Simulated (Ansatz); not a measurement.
Crystal: Al2O3.

```xyz
10
Lattice="4.6138 0.0000 0.0000 0.0000 9.5633 0.0000 0.0000 0.0000 3.1199" Properties=species:S:1:pos:R:3 pbc="T T T"
Al    4.5352    7.8856    0.0000
Al    0.0785    1.6777    0.0000
Al    2.2283    6.4593    1.5599
Al    2.3854    3.1040    1.5599
O     2.3069    4.7816    1.5599
O     0.5704    7.2016    1.5599
O     1.7365    2.4200    0.0000
O     2.8773    7.1433    0.0000
O     0.0000    0.0000    0.0000
O     4.0434    2.3617    1.5599
```

Measurements of this composition are mostly on another form, of space group No. 167.

```yaml
Program: Ansatz 0.2.0
Task: relaxation of cell and atoms
Functional: PBEsol
Potentials_or_basis: Ansatz PAW
Cutoff: "420 eV (not typed: the program's choice for these potentials)"
k_mesh: 5 × 3 × 7
Occupations: fermi-dirac, width 0.05 eV
Spin: no spin polarisation
```

At the start: volume 13.77 Å³/atom.

Problem. Where does the relaxation end?

Solution. It ends after 13 steps and the volume is 13.54 Å³/atom (-1.7 %); space group Pnnm (No. 58, to 0.05 Å).

Step by step:
| step | energy change (eV) | largest force (eV/Å) | volume (Å³) |
| --- | --- | --- | --- |
| 1 | 0.0000 | 0.1729 | 137.66 |
| 2 | -0.0719 | 0.1238 | 137.05 |
| 3 | -0.1460 | 0.1151 | 136.99 |
| 4 | -0.1699 | 0.0685 | 136.59 |
| 5 | -0.1812 | 0.1764 | 137.19 |
| 6 | -0.1941 | 0.0319 | 135.86 |
| 7 | -0.1953 | 0.0137 | 135.65 |
| 8 | -0.1962 | 0.0101 | 135.44 |
| 9 | -0.1964 | 0.0017 | 135.39 |
| 10 | -0.1929 | 0.0023 | 135.39 |
| 11 | -0.1932 | 0.0044 | 135.36 |
| 12 | -0.1931 | 0.0002 | 135.37 |
| 13 | -0.1930 | 0.0003 | 135.37 |

Final structure:
```xyz
10
Lattice="4.6661 0.0000 0.0000 0.0000 9.6610 0.0000 0.0000 0.0000 3.0030" Properties=species:S:1:pos:R:3 pbc="T T T"
Al    5.0131    8.0193    0.0000
Al   -0.3470    1.6416    0.0000
Al    2.6801    6.4721    1.5015
Al    1.9861    3.1889    1.5015
O     2.3331    4.8305    1.5015
O     1.1822    7.4814    1.5015
O     1.1509    2.6509    0.0000
O     3.5152    7.0100    0.0000
O     0.0000    0.0000    0.0000
O     3.4840    2.1796    1.5015
```

Caveat: the plane-wave basis is chosen anew once the cell has moved, so the energies of steps on either side of that aren't comparable; the pressure holds a Pulay correction of +0.6 GPa for the finite cutoff; the PAW data sets come from PBE, with cores solved anew for the run's functional, which leaves a small shift of forces and pressure.
